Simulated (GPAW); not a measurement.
A run of GPAW 26.7.0 is set up as follows.

File run.py:

```python
from ase import Atoms
from ase.eos import EquationOfState
from ase.io import Trajectory
from ase.units import GPa
from gpaw import GPAW, PW, setup_paths

setup_paths.insert(0, '.')

atoms = Atoms(['Au', 'Au'],
              cell=[[1.411309965, -2.555933025, 0.0],
                    [1.411309965, 2.555933025, 0.0],
                    [0.0, 0.0, 4.89316961]],
              scaled_positions=[[0.33467203, 0.66532797, 0.25],
                                [0.66532797, 0.33467203, 0.75]],
              pbc=True)

traj = Trajectory('eos.traj', 'w')
volumes, energies = [], []
for x in [0.94, 0.96, 0.98, 1.0, 1.02, 1.04, 1.06]:
    a = atoms.copy()
    a.set_cell(atoms.cell * x**(1 / 3), scale_atoms=True)
    calc = GPAW(mode=PW(600),
                xc='PBEsol',
                kpts={'size': (11, 11, 6), 'gamma': True},
                occupations={'name': 'fermi-dirac', 'width': 0.05},
                nbands=23,
                convergence={'density': 1e-05, 'energy': 1e-05},
                maxiter=150,
                txt=f'eos-{x:.2f}.txt')
    a.calc = calc
    energies.append(a.get_potential_energy(force_consistent=True))
    volumes.append(a.get_volume())
    p = -a.get_stress()[:3].mean() / GPa
    calc.write(f'eos-{x:.2f}.gpw')
    traj.write(a)
    print(f'{x:.2f} {volumes[-1]:10.4f} A^3 {energies[-1]:14.6f} eV {p:9.3f} GPa', flush=True)

v0, e0, B = EquationOfState(volumes, energies, eos='birchmurnaghan').fit()
print(f'V0 = {v0:.4f} A^3, E0 = {e0:.6f} eV, B0 = {B / GPa:.2f} GPa')
```

Potentials or basis: PAW data sets generated in the run's folder for this functional, pw.

The run is started by

```bash
$ gpaw-setup -f PBEsol Au
$ OMP_NUM_THREADS=1 python run.py
```

Predict the pressure derivative of the bulk modulus.

5.9.

Predict the bulk modulus at fixed shape and positions.

170 GPa.

Energy against volume, from the lowest point:
```
volume (Å³/atom)  energy (meV/atom)
          16.592              19.33
          16.945               5.19
          17.298               0.00
          17.651               2.59
          18.004              11.92
          18.357              27.11
          18.710              47.35
```

Caveat: with this Au data set, volumes or pressures lay over 1.5 % or 2 GPa off other programs in two to four cells of ten; the cell was scaled at fixed shape and fractional positions, which overstates the stiffness of a crystal with free parameters, most of all of layers and chains. The run has no spin-orbit coupling, so splittings on Au are missing.
